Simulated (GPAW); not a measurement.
Runs of GPAW 26.7.0 on CuO. Symmetry: P4_2/mmc, No. 131, tetragonal system. Conventional cell: a = 3.422 Å, b = 3.422 Å, c = 4.260 Å, α = 90.00°, β = 90.00°, γ = 90.00°. Around Cu (site symmetry mmm) lie 4 O at 2.02 Å. O (site symmetry -4m2) is surrounded by 4 Cu at 2.02 Å and 2 O at 2.13 Å. Measurements of this composition are mostly on another form, of space group No. 15.

```csv
level,U,gap on the mesh (eV),pressure (GPa)
r2SCAN+U,Cu d U = 2 eV,none,-6.2
r2SCAN+U,Cu d U = 5 eV,none,(c)
r2SCAN+U,Cu d U = 6 eV,none,-5.6
r2SCAN+U,Cu d U = 4 eV,none,-5.9
r2SCAN+U,Cu d U = 3 eV,none,(a)
r2SCAN,-,none,-6.5
r2SCAN+U,Cu d U = 1 eV,none,(b)
r2SCAN+U,Cu d U = 8 eV,none,-5.2
```

Alike in all rows: task single point; potentials or basis GPAW PAW data sets (gpaw-data 1.2.1), pw; no spin polarisation; cell as given; k mesh 6 × 6 × 5; cutoff (eV) 800; smearing fermi-dirac 0.05 eV.

Problem. Estimate the missing entries.

Solution. (a) -6.1; (b) -6.3; (c) -5.7.

Caveats: with this Cu data set, volumes or pressures lay over 1.5 % or 2 GPa off other programs in two to four cells of ten; the PAW data sets were made with another functional, which shifts forces and pressure a little; the run has no spin polarisation, though such a crystal can be magnetic; U without spin polarisation on a metal has little footing (some runs); semilocal functionals often make such compounds metallic where correlation or magnetic order opens a gap, which also shifts bond lengths (some runs).

A gap of «none» marks a metal or a gap under the smearing width.

Runs at the PBE level aren't shown here.
